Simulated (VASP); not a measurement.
Input of a VASP 6.6.1 run:

INCAR

```
  ALGO = Normal
  EDIFF = 1E-6
  ENCUT = 520
  GGA = PE
  ISIF = 2
  ISMEAR = 0
  LASPH = True
  LCHARG = False
  LREAL = False
  LWAVE = False
  NELM = 80
  PREC = Accurate
  SIGMA = 0.016
```

Contents of KPOINTS:

```
k-points
0
Gamma
  8 8 8
```

POSCAR

```
Si
1.0
    0.0000000000      2.7218511865      2.7218511865
    2.7218511865      0.0000000000      2.7218511865
    2.7218511865      2.7218511865      0.0000000000
Si
2
Direct
    0.5000000000      0.5000000000      0.5000000000
    0.7500000000      0.7500000000      0.7500000000
```

Potentials or basis: VASP PAW PBE potentials, release 64 (Si).

Launch:

```bash
$ cat potpaw_PBE.64/Si/POTCAR > POTCAR
$ mpirun -np 1 vasp_std > vasp.out
```

Task: Estimate the band gap on the k mesh.

Result: 0.63 eV, indirect (least direct gap 2.56 eV).

Task: What does it give for the pressure?

Result: 1.3 GPa.

A k mesh can miss the band edges. A hybrid or GW would open this gap; PBE tends to underestimate it.
